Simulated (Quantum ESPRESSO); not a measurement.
# HfC in Quantum ESPRESSO: convergence with smearing width

Crystal: HfC.

```
Hf C
1.0
    -1.39667    2.49718    1.84734
     1.39667   -2.49718    1.84734
     1.39667    2.49718   -1.84734
Hf C
1 1
Direct
  0.98471 0.98471 0.00000
  0.67945 0.17945 0.50000
```

The cell was built by a generator and needn't be a form met in nature.

```yaml
Program: Quantum ESPRESSO 7.5
Task: single point
Functional: LDA
Potentials_or_basis: PseudoDojo 0.4.1 SR LDA stringent
Cutoff: 1796 eV
Density_cutoff: 7184 eV
k_mesh: 8 × 8 × 8
Occupations: fermi-dirac, width 0.5 eV
Spin: no spin polarisation
```

These are the settings of the first run; the series varies smearing width, with any setting tied to it.

Hardware: 1 thread of Arm Neoverse V2 (shared host).

| smearing width | energy less the tightest run, at zero smearing (meV/atom) | pressure (GPa) | largest force (eV/Å) | SCF cycles | CPU time (s) | peak memory (GiB) |
| --- | --- | --- | --- | --- | --- | --- |
| 0.5 eV | 34.62 | 54.22 | 10.820 | 10 | 140 | 0.22 |
| 0.3 eV | 9.77 | 54.15 | 10.768 | 10 | 130 | 0.22 |
| 0.2 eV | 2.85 | 54.33 | 10.763 | 10 | 130 | 0.22 |
| 0.136 eV | 0.84 | 54.46 | 10.770 | 10 | 130 | 0.22 |
| 0.1 eV | 0.35 | 54.53 | 10.775 | 10 | 130 | 0.22 |
| 0.05 eV | 0.04 | 54.61 | 10.780 | 10 | 140 | 0.22 |
| 0.025 eV | 0.00 | 54.62 | 10.781 | 10 | 140 | 0.22 |
| 0.01 eV | 0.00 | 54.62 | 10.781 | 10 | 140 | 0.22 |

Against the tightest run, the energy stays within 1 meV/atom from 0.136 eV on; the pressure stays within 0.1 GPa from 0.1 eV on; the largest force stays within 0.005 eV/Å from 0.05 eV on. The tightest run that finished is the yardstick and may itself not be fully converged.

Caveat, for the tightest run too: a pressure of tens of GPa on the cell as given is suspect, and the run, the potentials or the cell itself is likely at fault; forces of over 1 eV/Å show positions far from the minimum, so gaps and moduli don't describe the material at rest.
